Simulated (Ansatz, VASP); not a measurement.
One calculation of Si, two programs

The input POSCAR:

```
Si
1.0
    0.0000000000      2.7754839605      2.7754839605
    2.7754839605      0.0000000000      2.7754839605
    2.7754839605      2.7754839605      0.0000000000
Si
2
Direct
    0.7500000000      0.7500000000      0.7500000000
    0.5000000000      0.5000000000      0.5000000000
```

Contents of INCAR.step1:

```
PREC = Accurate
ENCUT = 520
ISMEAR = 0
SIGMA = 0.02
LREAL = False
LASPH = True
NELM = 100
NBANDS = 11
GGA = PE
ALGO = Normal
EDIFF = 1E-4
LWAVE = True
LCHARG = False
```

The input INCAR.step2:

```
PREC = Accurate
ENCUT = 520
EDIFF = 1E-7
ISMEAR = 0
SIGMA = 0.02
LREAL = False
LASPH = True
NELM = 100
ALGO = Normal
ISIF = 2
LWAVE = False
LCHARG = False
METAGGA = R2SCAN
LMIXTAU = True
NBANDS = 11
ISTART = 1
```

The input KPOINTS:

```
regular mesh
0
Gamma
  10 10 10
```

Input for Ansatz:

```yaml
crystal:
  lattice:
    - [0.0, 2.7754839605, 2.7754839605]
    - [2.7754839605, 0.0, 2.7754839605]
    - [2.7754839605, 2.7754839605, 0.0]
  atoms:
    - { symbol: Si, position: [0.75, 0.75, 0.75] }
    - { symbol: Si, position: [0.5, 0.5, 0.5] }
basis:
  ecutwfc: 500
kpoints:
  mp_grid: { grid: [10, 10, 10] }
hamiltonian:
  xc: r2scan
scf:
  occupations: { method: gaussian, width: 0.02 }
output:
  forces: true
  stress: true
  eigenvalues: true
```

Alike in both runs: task single point; functional r2SCAN; k mesh 10 × 10 × 10; occupations gaussian, width 0.02 eV; no spin polarisation.

```csv
,VASP,Ansatz
version,VASP 6.6.1,Ansatz 0.2.0
potentials or method,"VASP PAW PBE potentials, release 64 (Si)","scalar-relativistic, plane waves, PAW"
plane-wave cutoff (eV),520,500
valence electrons in the cell,8,8
```

```csv
,VASP,Ansatz,Ansatz less VASP
gap on the k mesh at the Fermi level (eV),0.88,0.87,-0.013
least direct gap on the mesh (eV),2.73,2.71,-0.013
pressure (GPa),-5.2,-5.0,+0.21
```

Caveats: the PAW data sets were made with another functional, which shifts forces and pressure a little (VASP). A k mesh can miss the band edges. r2SCAN opens gaps a little over a GGA but as a rule still falls short of measured ones.
